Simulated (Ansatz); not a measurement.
# N: the cost of one run

Computed with Ansatz 0.2.0 (DFT PBE0, scalar-relativistic, plane waves, PAW, unless a step's input says otherwise).

### 1 The system as given

The structure is tetragonal, space group P4/mmm (No. 123). Conventional cell: a = 12.000 Å, b = 12.000 Å, c = 12.000 Å, α = 90.00°, β = 90.00°, γ = 90.00°. N (site symmetry 4mm) is surrounded by 1 N at 1.10 Å.

Structure file:

```
N
1.0
    12.00000    0.00000    0.00000
     0.00000   12.00000    0.00000
     0.00000    0.00000   12.00000
N
2
Direct
  0.50000 0.50000 0.45425
  0.50000 0.50000 0.54575
```

### 2 Single point: N2 in a box, no spin

File input.yaml:

```yaml
crystal:
  lattice:
    - [12.0, 0.0, 0.0]
    - [0.0, 12.0, 0.0]
    - [0.0, 0.0, 12.0]
  atoms:
    - { symbol: "N", position: [0.5, 0.5, 0.45425] }
    - { symbol: "N", position: [0.5, 0.5, 0.54575] }
scf:
  occupations: { method: fixed }
output:
  forces: true
  stress: false
  core_levels: { shells: { "N": "1s" } }
  write_density: true
  write_potential: true
  elf: true
  volumetric_format: npy
hamiltonian:
  xc: pbe0
kpoints:
  mp_grid: { grid: [1, 1, 1] }
```

Launch:

```
$ ansatz run input.yaml --threads 8 --pin off --max-ram 16384MiB --backend cpu --events-out ev --progress --plain --runs-dir out
```

What time and memory should one allow on 8 threads of Arm Neoverse V2, shared host?

About 8.7 s, with a peak of 1.6 GiB.
